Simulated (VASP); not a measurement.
## CaSe: single point with PBEsol

Crystal: CaSe.

```
CELL_PARAMETERS angstrom
0.00000 3.34521 3.21140
3.34521 0.00000 3.21140
3.34521 3.34521 0.00000
ATOMIC_POSITIONS crystal
Ca 0.00000 0.00000 0.00000
Se 0.75000 0.75000 0.75000
```

The cell comes from a database or a generator and needn't be the stable form of this composition.

```
Program             : VASP 6.6.1
Task                : single point
Functional          : PBEsol
Potentials or basis : VASP PAW PBE potentials, release 64 (Ca_sv, Se)
Cutoff              : 520 eV
k mesh              : 8 × 8 × 8
Occupations         : gaussian, width 0.05 eV
Spin                : no spin polarisation
```

```
Pressure               : -1.4 GPa
Band gap on the k mesh : 2.96 eV, indirect (least direct gap 3.05 eV)
```

Stress tensor (GPa, compression positive):
```
-1.42  0.00  0.00
 0.00 -1.42  0.00
 0.00  0.00 -1.23
```

Levels at points of the mesh, in eV from the valence-band top:
```
           k point  band 5  band 6  band 7  band 8  band 9  band 10  band 11  band 12
(0.00, 0.00, 0.00)  -10.36   -0.14   -0.14   -0.10    2.96     5.17     5.37     7.19
(0.50, 0.00, 0.00)  -10.11   -1.27   -0.11    0.00    4.93     5.34     5.38     5.62
(0.50, 0.50, 0.00)  -10.03   -1.23   -0.15   -0.15    3.45     4.84     6.00     6.01
(0.50, 0.00, 0.50)  -10.03   -1.31   -0.06   -0.04    3.38     4.83     5.97     6.00
```

It took 73 s on 1 thread of Intel(R) Xeon(R) Platinum 8259CL CPU @ 2.50GHz (Skylake/Cascade Lake) (shared host), peak memory 0.24 GiB.

Caveat: the PAW data sets were made with another functional, which shifts forces and pressure a little. A k mesh can miss the band edges.
